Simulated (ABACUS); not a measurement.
SiO2:

```
CELL_PARAMETERS angstrom
4.97559 0.00000 0.00000
0.00000 4.97559 0.00000
0.00000 0.00000 6.90089
ATOMIC_POSITIONS crystal
Si 0.80325 0.80325 0.50000
Si 0.69675 0.30325 0.25000
Si 0.30325 0.69675 0.75000
Si 0.19675 0.19675 0.00000
O 0.76176 0.11039 0.43204
O 0.88961 0.23824 0.06796
O 0.11039 0.76176 0.56796
O 0.26176 0.38961 0.81796
O 0.23824 0.88961 0.93204
O 0.73824 0.61039 0.31796
O 0.38961 0.26176 0.18204
O 0.61039 0.73824 0.68204
```

The cell comes from a database or a generator and needn't be the stable form of this composition.

Base run:

| Item | Value |
| --- | --- |
| Program | ABACUS 3.10.1 |
| Functional | RPBE |
| Dispersion | D3(BJ) |
| Potentials or basis | PseudoDojo NC SR 0.4.1 PBE standard |
| Cutoff | 1361 eV |
| Density cutoff | 5442 eV |
| Basis | DZP LCAO (the cutoffs set its grid) |
| k mesh | 6 × 6 × 4 |
| Occupations | fermi-dirac, width 0.05 eV |
| Spin | no spin polarisation |

Its results: band gap on the k mesh 6.53 eV, direct; pressure 4.5 GPa; largest force 0.759 eV/Å.

Question: The run is repeated on the same cell with these changes: dispersion from D3(BJ) to none. What comes out?

Answer: Band gap on the k mesh 6.53 eV, direct; pressure 9.4 GPa; largest force 0.778 eV/Å.

Dispersion adds attraction, which lowers the pressure at fixed volume and, as a term added to the energy, leaves the levels alone.

Caveats: the atomic orbitals were generated for these runs and aren't a published set; the potentials were made for another functional, which shifts forces and pressure; the basis of atomic orbitals isn't converged, which shifts pressures, moduli and gaps.

A k mesh can miss the band edges.
